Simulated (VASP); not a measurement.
## BP (rocksalt): a PBEsol single-point calculation in VASP

INCAR

```
ENCUT = 520
EDIFF = 1E-7
LWAVE = .FALSE.
LASPH = .TRUE.
GGA = PS
LREAL = .FALSE.
NBANDS = 11
IBRION = -1
NELM = 120
SIGMA = 0.02
LELF = .TRUE.
ISIF = 2
LCHARG = .TRUE.
PREC = Accurate
ISMEAR = -1
NSW = 0
```

KPOINTS

```
KPOINTS created by Atomic Simulation Environment
0
Gamma
10 10 10
0 0 0
```

KPOINTS_OPT

```
special points
7
Reciprocal
0.0000000000 0.0000000000 0.0000000000 1
0.5000000000 0.0000000000 0.5000000000 1
0.5000000000 0.2500000000 0.7500000000 1
0.3750000000 0.3750000000 0.7500000000 1
0.5000000000 0.5000000000 0.5000000000 1
0.6250000000 0.2500000000 0.6250000000 1
0.1875000000 0.1875000000 0.3750000000 1
```

POSCAR

```
B  P
 1.0000000000000000
    -0.0000000000000000    2.1554244784631185    2.1554244784631185
     2.1554244784631185   -0.0000000000000000    2.1554244784631185
     2.1554244784631185    2.1554244784631185   -0.0000000000000000
 B   P
   1   1
Cartesian
 -0.0000000000000000  0.0000000000000000  0.0000000000000000
  2.1554244784631185  2.1554244784631185  2.1554244784631185
```

VASP ran with the recommended PBE PAW datasets (8 valence electrons in the cell).

Command

```
mpirun -np 1 vasp_std
```

OSZICAR

```
N       E                     dE             d eps       ncg     rms          rms(c)
DAV:   1     0.888415981176E+01    0.88842E+01   -0.41641E+03  1042   0.676E+02
DAV:   2    -0.113282796878E+02   -0.20212E+02   -0.19409E+02  1339   0.106E+02
DAV:   3    -0.119013671720E+02   -0.57309E+00   -0.56441E+00  1295   0.152E+01
DAV:   4    -0.119032946742E+02   -0.19275E-02   -0.19149E-02  1219   0.971E-01
DAV:   5    -0.119032991271E+02   -0.44529E-05   -0.44530E-05  1245   0.484E-02    0.616E+00
DAV:   6    -0.117074350533E+02    0.19586E+00   -0.63118E-01  1117   0.307E+00    0.331E+00
DAV:   7    -0.116989942174E+02    0.84408E-02   -0.59488E-02  1251   0.128E+00    0.121E+00
DAV:   8    -0.116977868426E+02    0.12074E-02   -0.23988E-03  1118   0.271E-01    0.162E-01
DAV:   9    -0.116977754786E+02    0.11364E-04   -0.14593E-04  1214   0.689E-02    0.426E-02
DAV:  10    -0.116977777926E+02   -0.23139E-05   -0.64193E-06  1203   0.179E-02    0.105E-02
DAV:  11    -0.116977776015E+02    0.19103E-06   -0.14500E-06  1203   0.505E-03    0.101E-03
DAV:  12    -0.116977776462E+02   -0.44652E-07   -0.58516E-08   592   0.166E-03
   1 F= -.11697778E+02 E0= -.11696683E+02  d E =-.218844E-02
       N       E                     dE             ncg
DAV:   1     0.103373846560E+04   -0.19468E+04      154
DAV:   2     0.877679765981E+03   -0.15606E+03      189
DAV:   3     0.872325946396E+03   -0.53538E+01      201
DAV:   4     0.872263823333E+03   -0.62123E-01      191
DAV:   5     0.872263619271E+03   -0.20406E-03      178
DAV:   6     0.872263618337E+03   -0.93441E-06      183
DAV:   7     0.872263618331E+03   -0.60002E-08      181
```

From OUTCAR

```
k-points           NKPTS =     47   k-points in BZ     NKDIM =     47   number of bands    NBANDS=     11

   NELECT =       8.0000    total number of electrons

   dimension x,y,z NGX =    24 NGY =   24 NGZ =   24
   dimension x,y,z NGXF=    48 NGYF=   48 NGZF=   48

  energy-cutoff  :      520.00
  volume of cell :       20.03
      direct lattice vectors                 reciprocal lattice vectors
     0.000000000  2.155424478  2.155424478    -0.231972869  0.231972869  0.231972869
     2.155424478  0.000000000  2.155424478     0.231972869 -0.231972869  0.231972869
     2.155424478  2.155424478  0.000000000     0.231972869  0.231972869 -0.231972869

 k-points in reciprocal lattice and weights: KPOINTS created by Atomic Simulation Env
   0.00000000  0.00000000  0.00000000       0.001
   0.10000000  0.00000000  0.00000000       0.008
   0.20000000  0.00000000  0.00000000       0.008
   0.30000000  0.00000000  0.00000000       0.008
   0.40000000  0.00000000  0.00000000       0.008
   0.50000000  0.00000000  0.00000000       0.004
   0.10000000  0.10000000  0.00000000       0.006
   0.20000000  0.10000000  0.00000000       0.024
   ...

 E-fermi :   9.6920

 k-point     1 :       0.0000    0.0000    0.0000
  band No.  band energies     occupation
      1      -7.2382      2.00000
      2       9.7781      0.02657
      3       9.7781      0.02657
      4       9.7781      0.02657
      5      16.4199      0.00000
      6      17.6370      0.00000
      7      17.6370      0.00000
      8      17.6370      0.00000
      9      18.4099      0.00000
     10      18.4099      0.00000
     11      18.4099      0.00000

 k-point     2 :       0.1000    0.0000    0.0000
  band No.  band energies     occupation
      1      -7.0242      2.00000
      2       8.4838      2.00000
      3       9.7132      0.51412
      4       9.7132      0.51411
      5      16.5020      0.00000
      6      16.9683      0.00000
      7      16.9683      0.00000
      8      17.9748      0.00000
      9      18.1345      0.00000
     10      18.1345      0.00000
     11      18.3758      0.00000

 k-point     3 :       0.2000    0.0000    0.0000
  band No.  band energies     occupation
      1      -6.3855      2.00000
      2       5.8891      2.00000
      3       9.6153      1.95765
      4       9.6153      1.95765
      5      14.9179      0.00000
      6      14.9179      0.00000
      7      15.9198      0.00000
      8      17.7668      0.00000
      9      19.5200      0.00000
     10      19.5200      0.00000
     11      19.8782      0.00000

 k-point     4 :       0.3000    0.0000    0.0000
  band No.  band energies     occupation
      1      -5.3358      2.00000
      2       3.1385      2.00000
      3       9.6585      1.68377
      4       9.6585      1.68376
      5      13.1379      0.00000
      6      13.1379      0.00000
      7      15.3385      0.00000
      8      17.3168      0.00000
      9      21.5737      0.00000
     10      21.5737      0.00000
     11      21.8620      0.00000

 k-point     5 :       0.4000    0.0000    0.0000
  band No.  band energies     occupation
      1      -3.9278      2.00000
      2       0.6366      2.00000
      3       9.9612      0.00000
      4       9.9612      0.00000
      5      11.7369      0.00000
      6      11.7369      0.00000
      7      14.9691      0.00000
      8      16.9826      0.00000
      9      23.7979      0.00000
     10      23.9841      0.00000
     11      23.9841      0.00000

 k-point     6 :       0.5000    0.0000    0.0000
  band No.  band energies     occupation
      1      -2.7502      2.00000
      2      -0.9149      2.00000
      3      10.4044      0.00000
      4      10.4044      0.00000
      5      10.9200      0.00000
      6      10.9200      0.00000
      7      14.8443      0.00000
      8      16.8617      0.00000
      9      24.8587      0.00000
     10      25.5326      0.00000
     11      25.5326      0.00000

 k-point     7 :       0.1000    0.1000    0.0000
  band No.  band energies     occupation
      1      -6.9527      2.00000
      2       9.0521      2.00000
      3       9.0521      2.00000
      4       9.3242      2.00000
      5      15.0051      0.00000
      6      16.5720      0.00000
      7      17.3047      0.00000
      8      18.6368      0.00000
      9      18.6368      0.00000
     10      18.9246      0.00000
     11      18.9246      0.00000

 k-point     8 :       0.2000    0.1000    0.0000
  band No.  band energies     occupation
      1      -6.4549      2.00000
      2       6.9088      2.00000
      3       8.5260      2.00000
      4       9.7225      0.35720
      5      12.9207      0.00000
      6      16.3296      0.00000
      7      17.4407      0.00000
      8      17.6089      0.00000
      9      18.6419      0.00000
     10      20.4310      0.00000
     11      20.6069      0.00000

 k-point     9 :       0.3000    0.1000    0.0000
  band No.  band energies     occupation
      1      -5.5401      2.00000
      2       4.1940      2.00000
      3       8.2672      2.00000
      4      10.0493      0.00000
      5      11.0886      0.00000
      6      15.6345      0.00000
      7      16.5123      0.00000
      8      17.8602      0.00000
      9      18.7780      0.00000
     10      22.4682      0.00000
     11      22.6636      0.00000

 k-point    10 :       0.4000    0.1000    0.0000
  band No.  band energies     occupation
      1      -4.2397      2.00000
      2       1.5948      2.00000
      3       8.3493      2.00000
      4       9.6108      1.96599
      5      10.4043      0.00000
      6      14.0792      0.00000
      7      16.3927      0.00000
      8      17.7247      0.00000
      9      20.4741      0.00000
     10      24.5757      0.00000
     11      24.7254      0.00000

 k-point    11 :       0.5000    0.1000    0.0000
  band No.  band energies     occupation
      1      -2.7758      2.00000
      2      -0.4837      2.00000
      3       8.5211      2.00000
      4       8.8091      2.00000
      5      10.9664      0.00000
      6      12.8619      0.00000
      7      16.2728      0.00000
      8      17.6418      0.00000
      9      22.8863      0.00000
     10      25.1359      0.00000
     11      25.7105      0.00000

 k-point    12 :      -0.4000    0.1000    0.0000
  band No.  band energies     occupation
      1      -3.2320      2.00000
      2       0.0964      2.00000
      3       7.8294      2.00000
      4       9.6605      1.65732
      5      11.8204      0.00000
      6      11.9780      0.00000
      7      16.2823      0.00000
      8      17.8250      0.00000
      9      23.3887      0.00000
     10      23.7353      0.00000
     11      25.1068      0.00000

 k-point    13 :      -0.3000    0.1000    0.0000
  band No.  band energies     occupation
      1      -4.7128      2.00000
      2       2.4284      2.00000
      3       7.5339      2.00000
      4      10.8322      0.00000
      5      11.4464      0.00000
      6      12.9843      0.00000
      7      16.4790      0.00000
      8      18.2434      0.00000
      9      21.1532      0.00000
     10      21.2794      0.00000
     11      24.9393      0.00000

 k-point    14 :      -0.2000    0.1000    0.0000
  band No.  band energies     occupation
      1      -5.8911      2.00000
      2       5.0879      2.00000
      3       7.6301      2.00000
      4      10.8136      0.00000
      5      12.6529      0.00000
      6      14.4137      0.00000
      7      16.8850      0.00000
      8      18.6670      0.00000
      9      19.1584      0.00000
     10      19.3433      0.00000
     11      22.9000      0.00000

 k-point    15 :      -0.1000    0.1000    0.0000
  band No.  band energies     occupation
      1      -6.6683      2.00000
      2       7.5047      2.00000
      3       8.2800      2.00000
      4      10.3328      0.00000
      5      14.6724      0.00000
      6      15.9117      0.00000
      7      17.3407      0.00000
      8      17.6179      0.00000
      9      18.2477      0.00000
     10      18.8626      0.00000
     11      20.4882      0.00000

 k-point    16 :       0.2000    0.2000    0.0000
  band No.  band energies     occupation
      1      -6.0983      2.00000
      2       7.6938      2.00000
      3       7.6938      2.00000
      4       8.3807      2.00000
      5      10.7546      0.00000
      6      14.8374      0.00000
      7      19.1950      0.00000
      8      19.2935      0.00000
      9      19.2935      0.00000
     10      21.9255      0.00000
     11      21.9255      0.00000

 ...

  Total       -0.4156750     -0.4156750     -0.4156750      0.0000000     -0.0000000      0.0000000
  in kB      -33.2534027    -33.2534027    -33.2534027      0.0000000     -0.0000000      0.0000000
  external PRESSURE =     -33.2534027 kB  Pullay stress =       0.0000000 kB

 POSITION                                       TOTAL-FORCE (eV/Angst)
 -----------------------------------------------------------------------------------
      0.00000      0.00000      0.00000         0.000000     -0.000000     -0.000000
      2.15542      2.15542      2.15542        -0.000000      0.000000      0.000000
 -----------------------------------------------------------------------------------
    total drift:                                0.000000     -0.000000     -0.000000

  FREE ENERGIE OF THE ION-ELECTRON SYSTEM (eV)
  ---------------------------------------------------
  free  energy   TOTEN  =       -11.6977776462 eV

  energy  without entropy=      -11.6955892071  energy(sigma->0) =      -11.69668343
```

```json
{"gap between bands v and c": "-4.05 eV (bands overlap: a metal)", "least direct gap": "0.52 eV", "pressure": "-3.3 GPa"}
```

Band v is the last that the valence electrons fill when counted band by band, and c is the next.

The run took about 7.1 s on one core of a shared host (Intel Xeon Platinum 8488C) and held 0.14 GiB at most.
